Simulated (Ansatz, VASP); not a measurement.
## Ir: VASP beside Ansatz

The input INCAR:

```
SYSTEM = Ir
PREC = Accurate
ENCUT = 520
EDIFF = 1E-6
ISMEAR = -1
SIGMA = 0.1
LREAL = .FALSE.
LASPH = .TRUE.
NELM = 60
ALGO = Normal
ISIF = 2
LWAVE = .FALSE.
LCHARG = .FALSE.
GGA = PS
NBANDS = 10
```

File KPOINTS:

```
Automatic mesh
0
G
  19 19 19
  0 0 0
```

The input POSCAR:

```
Ir
1.0
    0.0000000000      1.8633175862      1.8633175862
    1.8633175862      0.0000000000      1.8633175862
    1.8633175862      1.8633175862      0.0000000000
Ir
1
Direct
    0.0000000000      0.0000000000      0.0000000000
```

Input for Ansatz:

```yaml
crystal:
  lattice:
    - [0.0, 1.8633175862, 1.8633175862]
    - [1.8633175862, 0.0, 1.8633175862]
    - [1.8633175862, 1.8633175862, 0.0]
  atoms:
    - { symbol: Ir, position: [0.0, 0.0, 0.0] }
kpoints:
  mp_grid: { grid: [19, 19, 19] }
  band_path:
    path:
      - [0.0, 0.0, 0.0]
      - [0.5, 0.0, 0.5]
      - [0.625, 0.25, 0.625]
      - [0.375, 0.375, 0.75]
      - [0.0, 0.0, 0.0]
      - [0.5, 0.5, 0.5]
      - [0.5, 0.25, 0.75]
      - [0.5, 0.0, 0.5]
    npoints: 8
scf:
  occupations: { method: fermi_dirac, width: 0.1 }
hamiltonian:
  xc: pbesol
  pseudopotentials: { kind: all_electron, lapw: { basis_error: 0.001 } }
output:
  forces: true
  stress: true
  eigenvalues: true
  populations: true
  dos: { projected: true, de: 0.2, e_range: [-14, 8] }
```

Change from the starting cell: volume scaled by 0.92, LAPW.

Alike in both runs: task single point; functional PBEsol; k mesh 19 × 19 × 19; occupations fermi-dirac, width 0.1 eV; no spin polarisation.

```csv
,VASP,Ansatz
version,VASP 6.6.1,Ansatz 0.2.0
potentials or method,"VASP PAW PBE potentials, release 64 (Ir)","all-electron LAPW, scalar-relativistic"
plane-wave cutoff (eV),520,see its input
```

```tsv
	VASP	Ansatz	Ansatz less VASP
pressure (GPa)	41.4	39.4	-1.98
```

Ansatz ran all-electron here, so the differences hold the error of VASP's frozen core and of both bases.

Caveats: so large a pressure means that the cell lies far from this level's equilibrium, or that cutoff or potentials fall short (VASP); the potentials were made for another functional, which shifts forces and pressure (VASP). Spin-orbit coupling is left out, which matters for the levels of Ir.
